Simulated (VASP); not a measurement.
# NbP (I4_1md) in VASP: a series of runs

Aim: see how the results for NbP move with the level of theory and the settings. Levels: PBEsol, LDA. Tasks: electric field gradients.

All numbers are computed with VASP 6.6.1; they aren't measurements. Logs are shortened: lines on timing, memory, paths and dates and some standing lists are left out, and cuts for length are marked.

### 1 The crystal as given

It takes space group I4_1md (No. 109, tetragonal). The conventional cell has a = 3.350 Å, b = 3.350 Å, c = 11.480 Å, α = 90.00°, β = 90.00°, γ = 90.00°. Nb (site symmetry 2mm) has 6 P at 2.55 Å as nearest neighbours. P (site symmetry 2mm) is surrounded by 6 Nb at 2.55 Å.

The cell is a database's computed one.

### 2 Electric field gradients, PBEsol

INCAR reads:

```
SYSTEM = NbP
ALGO = Fast
EDIFF = 1E-7
ENCUT = 300
GGA = PS
ISIF = 2
ISMEAR = -1
LASPH = .True.
LCHARG = .False.
LEFG = .True.
LREAL = .False.
LWAVE = .False.
NELM = 80
PREC = Accurate
SIGMA = 0.02
```

KPOINTS reads:

```
k-points
0
Gamma
  9 9 9
  0 0 0
```

POSCAR reads:

```
NbP
1.0
   -1.6749232544      1.6749232544      5.7401081759
    1.6749232544     -1.6749232544      5.7401081759
    1.6749232544      1.6749232544     -5.7401081759
Nb P
2 2
Direct
    0.7498808000      0.7498808000      0.0000000000
    0.4998808000      0.9998808000      0.5000000000
    0.3327477700      0.3327477700      0.0000000000
    0.0827477800      0.5827477800      0.5000000000
```

Potentials or basis: VASP PAW PBE potentials, release 64 (Nb_sv, P).

Started as:

```
$ cat potpaw_PBE.64/Nb_sv/POTCAR potpaw_PBE.64/P/POTCAR > POTCAR
$ mpirun -np 1 vasp_std > vasp.out
```

OUTCAR:

```text
SYSTEM = NbP
   EDIFF = 1E-7
   ENCUT = 300
   GGA = PS
   ISIF = 2
   ISMEAR = -1
   LASPH = .True.
   LREAL = .False.
   NELM = 80
   PREC = Accurate

 ion  position               nearest neighbor table
   1  0.750  0.750  0.000-   4 2.55   4 2.55   3 2.55   3 2.55   3 2.55   3 2.55
   2  0.500  1.000  0.500-   3 2.55   3 2.55   4 2.55   4 2.55   4 2.55   4 2.55
   3  0.333  0.333  0.000-   2 2.55   2 2.55   1 2.55   1 2.55   1 2.55   1 2.55
   4  0.083  0.583  0.500-   1 2.55   1 2.55   2 2.55   2 2.55   2 2.55   2 2.55

  LATTYP: Found a body centered tetragonal cell.
 ALAT       =     3.3498465088
 C/A-ratio  =     3.4270872775

  Lattice vectors:

 A1 = (  -1.6749232544,   1.6749232544,   5.7401081759)
 A2 = (   1.6749232544,  -1.6749232544,   5.7401081759)
 A3 = (   1.6749232544,   1.6749232544,  -5.7401081759)

Analysis of symmetry for initial positions (statically):
=====================================================================
 Subroutine PRICEL returns:
 Original cell was already a primitive cell.

 Routine SETGRP: Setting up the symmetry group for a
 body centered tetragonal supercell.

 Subroutine GETGRP returns: Found  8 space group operations
 (whereof  4 operations were pure point group operations)
 out of a pool of 16 trial point group operations.

The static configuration has the point symmetry C_2v.
 The point group associated with its full space group is C_4v.

Analysis of symmetry for dynamics (positions and initial velocities):
=====================================================================
 Subroutine PRICEL returns:
 Original cell was already a primitive cell.

 Routine SETGRP: Setting up the symmetry group for a
 body centered tetragonal supercell.

 Subroutine GETGRP returns: Found  8 space group operations
 (whereof  4 operations were pure point group operations)
 out of a pool of 16 trial point group operations.

The dynamic configuration has the point symmetry C_2v.
 The point group associated with its full space group is C_4v.

 Subroutine INISYM returns: Found  8 space group operations
 (whereof  4 operations are pure point group operations),
 and found     1 'primitive' translations

----------------------------------------------------------------------------------------

                                     Primitive cell

  volume of cell :      64.4125

  direct lattice vectors                    reciprocal lattice vectors
    -1.674923254  1.674923254  5.740108176     0.000000000  0.298521140  0.087106372
     1.674923254 -1.674923254  5.740108176     0.298521140  0.000000000  0.087106372
     1.674923254  1.674923254 -5.740108176     0.298521140  0.298521140  0.000000000

  length of vectors
     6.209635874  6.209635874  6.209635874     0.310970081  0.310970081  0.422172645

  position of ions in fractional coordinates (direct lattice)
     0.749880800  0.749880800  0.000000000
     0.499880800  0.999880800  0.500000000
     0.332747770  0.332747770  0.000000000
     0.082747780  0.582747780  0.500000000

  ion indices of the primitive-cell ions
   primitive index   ion index
                 1           1
                 2           2
                 3           3
                 4           4

----------------------------------------------------------------------------------------

 KPOINTS: k-points

Automatic generation of k-mesh.
 Grid dimensions read from file:
 generate k-points for:    9    9    9

 Generating k-lattice:

  Cartesian coordinates                     Fractional coordinates (reciprocal lattice)
     0.000000000  0.033169016  0.009678486     0.111111111  0.000000000 -0.000000000
     0.033169016  0.000000000  0.009678486     0.000000000  0.111111111 -0.000000000
     0.033169016  0.033169016  0.000000000     0.000000000  0.000000000  0.111111111

  Length of vectors
     0.034552231  0.034552231  0.046908072

  Shift w.r.t. Gamma in fractional coordinates (k-lattice)
     0.000000000  0.000000000  0.000000000

 Subroutine IBZKPT returns following result:
 ===========================================

 Found     75 irreducible k-points:

 Following reciprocal coordinates:
            Coordinates               Weight
  0.000000  0.000000  0.000000      1.000000
  0.111111  0.000000 -0.000000      8.000000
  0.222222 -0.000000  0.000000      8.000000
  0.333333 -0.000000  0.000000      8.000000
  0.444444 -0.000000  0.000000      8.000000
  0.111111  0.111111 -0.000000      8.000000
[... 16 lines left out ...]
 -0.333333  0.333333  0.000000      4.000000
  0.444444  0.444444  0.000000      8.000000
 [... further k-points ...]
   k-points           NKPTS =     75   k-points in BZ     NKDIM =     75   number of bands    NBANDS=     22
   number of dos      NEDOS =    301   number of ions     NIONS =      4
   total plane-waves  NPLWV =  46656
   dimension x,y,z NGX =    36 NGY =   36 NGZ =   36
   dimension x,y,z NGXF=    72 NGYF=   72 NGZF=   72
   ions per type =               2   2
   NGX,Y,Z   is equivalent  to a cutoff of   9.64,  9.64,  9.64 a.u.
   NGXF,Y,Z  is equivalent  to a cutoff of  19.28, 19.28, 19.28 a.u.
 SYSTEM =  NbP
   PREC   = accura    normal or accurate (medium, high low for compatibility)
   ISTART =      0    job   : 0-new  1-cont  2-samecut
   ICHARG =      2    charge: 1-file 2-atom 10-const
   ISPIN  =      1    spin polarized calculation?
   LNONCOLLINEAR =      F non collinear calculations
   LSORBIT =      F    spin-orbit coupling
   LASPH  =      T    aspherical Exc in radial PAW
   ENCUT  =  300.0 eV  22.05 Ry    4.70 a.u.   8.77  8.77  8.77*2*pi/ulx,y,z
   NELM   =     80;   NELMIN=  2; NELMDL= -5     # of ELM steps
   EDIFF  = 0.1E-06   stopping-criterion for ELM
   LREAL  =      F    real-space projection
   EDIFFG = 0.1E-05   stopping-criterion for IOM
   NSW    =      0    number of steps for IOM
   IBRION =     -1    ionic relax: 0-MD 1-quasi-New 2-CG
   NFREE  =      0    steps in history (QN), initial steepest desc. (CG)
   ISIF   =      2    stress and relaxation
   ISYM   =      2    0-nonsym 1-usesym 2-fastsym
   POTIM  = 0.5000    time-step for ionic-motion
   TEBEG  =    0.0;   TEEND  =   0.0 temperature during run
   PSTRESS=    0.0 pullay stress
   NELECT =      36.0000    total number of electrons
   NUPDOWN=      -1.0000    fix difference up-down
   EMIN   =  10.00;   EMAX   =-10.00  energy-range for DOS
   EFERMI =   0.00;   METHOD = LEGACY
   ISMEAR =    -1;   SIGMA  =   0.02  broadening in eV -4-tet -1-fermi 0-gaus
   EFERMI_NEDOS =   21; number of points for ismear=-14 and -15
   IALGO  =     68    algorithm
   IMIX   =      4    mixing-type and parameters
     AMIX     =   0.40;   BMIX     =  1.00
     AMIX_MAG =   1.60;   BMIX_MAG =  1.00
  volume/ion in A,a.u.               =      16.10       108.67
  Fermi-wavevector in a.u.,A,eV,Ry     =   1.348504  2.548304 24.741706  1.818464
  Thomas-Fermi vector in A             =   2.476168
   LORBIT       =      0    0 simple, 1 ext, 2 COOP (PROOUT), +10 PAW based schemes
   GGA     = PS    functional components
   LHFCALC =     F    Hartree Fock is set to
   AEXX    =    0.0000 exact exchange contribution
   IVDW    =     0    specifies the selected vdW correction
   LEPSILON=     F    determine dielectric tensor
   LRPA    =     F    only Hartree local field effects (RPA)
 non-spin polarized calculation
 RMM-DIIS sequential band-by-band and
  energy-cutoff  :      300.00
  volume of cell :       64.41
 maximum number of plane-waves:       780
   NGX = 17   NGY = 17   NGZ = 17

 number of electron      36.0000001 magnetization

 Free energy of the ion-electron system (eV)
  ---------------------------------------------------
  ext. energy  EPLUGINS =         0.00000000
  ---------------------------------------------------
  free energy    TOTEN  =       -37.77079805 eV

  energy without entropy =      -37.76964484  energy(sigma->0) =      -37.77022145

 E-fermi :  10.4939     XC(G=0): -12.0996

 val. band max:       10.4916436630   @ k =  -0.1111   0.4444   0.1111
 cond. band min:      10.5261032683   @ k =  -0.1111  -0.4444   0.1111
 fundamental gap:      0.0344596053
 Fermi energy:        10.4938557581

 k-point     1 :       0.0000    0.0000    0.0000
  band No.  band energies     occupation
      1     -44.3518      2.00000
      2     -44.3139      2.00000
      3     -20.6608      2.00000
      4     -20.4617      2.00000
      5     -20.4617      2.00000
      6     -20.3167      2.00000
[... 14 lines left out ...]
     21      13.1655      0.00000
     22      13.8292      0.00000

 k-point     2 :       0.1111    0.0000   -0.0000
  band No.  band energies     occupation
      1     -44.3488      2.00000
      2     -44.3127      2.00000
      3     -20.6496      2.00000
      4     -20.4941      2.00000
      5     -20.4591      2.00000
      6     -20.3490      2.00000
[... 14 lines left out ...]
     21      12.7939      0.00000
     22      13.4390      0.00000

 k-point     3 :       0.2222   -0.0000    0.0000
  band No.  band energies     occupation
      1     -44.3410      2.00000
      2     -44.3100      2.00000
      3     -20.6329      2.00000
      4     -20.5630      2.00000
      5     -20.4525      2.00000
      6     -20.4228      2.00000
[... 14 lines left out ...]
     21      12.1617      0.00000
     22      13.0540      0.00000
[... 476 lines left out ...]
 k-point    23 :      -0.3333    0.3333    0.0000
  band No.  band energies     occupation
      1     -44.3160      2.00000
      2     -44.2977      2.00000
      3     -20.6570      2.00000
      4     -20.6548      2.00000
      5     -20.5208      2.00000
      6     -20.4911      2.00000
[... 14 lines left out ...]
     21      12.6166      0.00000
     22      14.0057      0.00000

 k-point    24 :       0.4444    0.4444    0.0000
  band No.  band energies     occupation
      1     -44.2998      2.00000
      2     -44.2987      2.00000
      3     -20.7021      2.00000
      4     -20.7012      2.00000
      5     -20.5339      2.00000
      6     -20.5321      2.00000
[... 14 lines left out ...]
     21      13.6282      0.00000
     22      14.1020      0.00000

 [... further k-points ...]

------------------------ aborting loop because EDIFF is reached ----------------------------------------

  FORCE on cell =-STRESS in cart. coord.  units (eV):
  Direction    XX          YY          ZZ          XY          YZ          ZX
  --------------------------------------------------------------------------------------
  -------------------------------------------------------------------------------------
  Total       -2.8492766     -2.8492766     -2.8789907      0.0000000      0.0000000      0.0000000
  in kB      -70.8721011    -70.8721011    -71.6111991      0.0000000      0.0000000      0.0000000
  external PRESSURE =     -71.1184671 kB  Pullay stress =       0.0000000 kB

 VOLUME and BASIS-vectors are now :
 -----------------------------------------------------------------------------
  energy-cutoff  :      300.00
  volume of cell :       64.41
      direct lattice vectors                 reciprocal lattice vectors
    -1.674923254  1.674923254  5.740108176     0.000000000  0.298521140  0.087106372
     1.674923254 -1.674923254  5.740108176     0.298521140  0.000000000  0.087106372
     1.674923254  1.674923254 -5.740108176     0.298521140  0.298521140  0.000000000

 POSITION                                       TOTAL-FORCE (eV/Angst)
 -----------------------------------------------------------------------------------
      0.00000      0.00000      8.60879         0.000000      0.000000      0.011985
      1.67492      0.00000      5.73874         0.000000      0.000000      0.011985
      0.00000      0.00000      3.82002        -0.000000      0.000000     -0.011985
      1.67492      0.00000      0.94996         0.000000     -0.000000     -0.011985
 -----------------------------------------------------------------------------------
    total drift:                                0.000000      0.000000      0.000022

  FREE ENERGIE OF THE ION-ELECTRON SYSTEM (eV)
  ---------------------------------------------------
  free  energy   TOTEN  =       -37.7707980544 eV

  energy  without entropy=      -37.7696448374  energy(sigma->0) =      -37.77022145

 Electric field gradients (V/A^2)
---------------------------------------------------------------------
 ion       V_xx      V_yy      V_zz      V_xy      V_xz      V_yz
---------------------------------------------------------------------
   1     -18.669     8.741     9.928    -0.001    -0.000    -0.000
   2       8.741   -18.669     9.928    -0.001    -0.000    -0.000
   3      -9.717    -2.409    12.125     0.000     0.000     0.000
   4      -2.409    -9.717    12.125     0.000     0.000     0.000
---------------------------------------------------------------------

 Electric field gradients after diagonalization (V/A^2)
 (convention: |V_zz| > |V_xx| > |V_yy|)
----------------------------------------------------------------------
 ion       V_xx      V_yy      V_zz     asymmetry (V_yy - V_xx)/ V_zz
----------------------------------------------------------------------
   1       9.928     8.741   -18.669       0.064
   2       9.928     8.741   -18.669       0.064
   3      -9.717    -2.409    12.125       0.603
   4      -9.717    -2.409    12.125       0.603
----------------------------------------------------------------------

           NMR quadrupolar parameters

 Cq : quadrupolar parameter    Cq=e*Q*V_zz/h
 eta: asymmetry parameters     (V_yy - V_xx)/ V_zz
 Q  : nuclear electric quadrupole moment in mb (millibarn)
----------------------------------------------------------------------
 ion       Cq(MHz)       eta       Q (mb)
----------------------------------------------------------------------
   1      -0.045       0.064       1.000
   2      -0.045       0.064       1.000
   3       0.029       0.603       1.000
   4       0.029       0.603       1.000
----------------------------------------------------------------------
```

It took 4.4 min on 1 thread of Intel Xeon Platinum 8375C at 2.90GHz (Ice Lake), shared host; peak memory 0.22 GiB.

What came out:

```yaml
Free_energy: -37.7708 eV
Largest_force: 0.012 eV/Å
Band_gap_on_the_k_mesh: none (metal or under the smearing width)
```

Forces in eV/Å, atoms in the order of the input:
```
Nb   0.000  0.000  0.012
Nb   0.000  0.000  0.012
P    0.000  0.000 -0.012
P    0.000  0.000 -0.012
```

Levels at points of the mesh, in eV from the Fermi level:
```
           k point  band 15  band 16  band 17  band 18  band 19  band 20  band 21  band 22
(0.00, 0.00, 0.00)    -2.18    -1.76    -1.38    -1.38     0.80     1.56     2.67     3.34
```

Electric field gradients, principal values (V/Å²):
| atom | Vxx | Vyy | Vzz |
| --- | --- | --- | --- |
| 1 Nb | 8.741 | 9.928 | -18.669 |
| 2 Nb | 8.741 | 9.928 | -18.669 |
| 3 P | -2.409 | -9.717 | 12.125 |
| 4 P | -2.409 | -9.717 | 12.125 |

Caveat: the cutoff is under 1.25 times the usual one of these potentials, so pressure, stress and relaxed cells hold a basis-set (Pulay) error; the PAW data sets were made with another functional, which shifts forces and pressure a little.

[end of part 1 of 2]
